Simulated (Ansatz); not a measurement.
## Calculated 137Ba NMR of the central transition for BaTiO3

Cell: an entry of the Crystallography Open Database (COD) whose atoms were relaxed with PBE, the cell held.

```
Ba Ti O
1.0
     3.99980    0.00000    0.00000
     0.00000    3.99980    0.00000
     0.00000    0.00000    4.01800
Ba Ti O
1 1 3
Direct
  0.00000 0.00000 0.99703
  0.50000 0.50000 0.48265
  0.50000 0.50000 0.02227
  0.50000 0.00000 0.51302
  0.00000 0.50000 0.51302
```

Atoms are numbered from 1 in the order listed; like atoms form one site, named after its first atom.

All values are calculated (Ansatz; DFT, PBEsol, plane waves and PAW, scalar-relativistic, 420 eV cutoff, Γ-centred 8×8×8 k-points, Fermi–Dirac smearing 0.02 eV), not measured.

137Ba has I = 3/2 and Q = 236.0 mb (Pyykkö 2018); at 35.2 T its Larmor frequency is ν₀ = 167.7 MHz (from the bare nuclear moment; shielding lowers the observed one by a per cent or two). Only the quadrupole interaction is simulated: positions count from each site's isotropic chemical shift, and J coupling is left out, as are shift anisotropy and dipolar coupling, which fast spinning averages.

Task: Give C_Q, η, the quadrupolar product P_Q = |C_Q|(1 + η²/3)^½, the second-order isotropic shift and the breadth of the pattern (fast magic-angle spinning) for each Ba site.

Result: 

```json
{"site": "Ba", "first shell": "12 O at 2.79–2.88 Å", "C_Q (MHz)": "-3.97", "η": "0.00", "P_Q (MHz)": "3.97", "δ_QIS (ppm)": "-14.0", "breadth (kHz)": "5.04"}
```

δ_QIS = −(ν_Q²/30ν₀²)[I(I+1) − 3/4](1 + η²/3) × 10⁶ ppm with ν_Q = 3|C_Q|/[2I(2I−1)]; it falls as 1/B₀² in ppm, and the breadth as 1/B₀ in kHz.

An axis of threefold or higher order runs through Ba, so V_zz lies along it and η is zero.

Without spin–orbit coupling (the program notes it for Ba) the gradients are little affected as a rule: paired runs on crystals with a gap mostly move them by under 2 % at such atoms.

The run took 14 s of wall time (13 s of CPU time) and 0.54 GiB at its peak, on 1 thread of Intel Xeon Platinum 8488C (Sapphire Rapids) (x86_64; 16 cores open to the job, memory cap 3.0 GiB, no GPU), a shared host with a load of 0.3 a core.
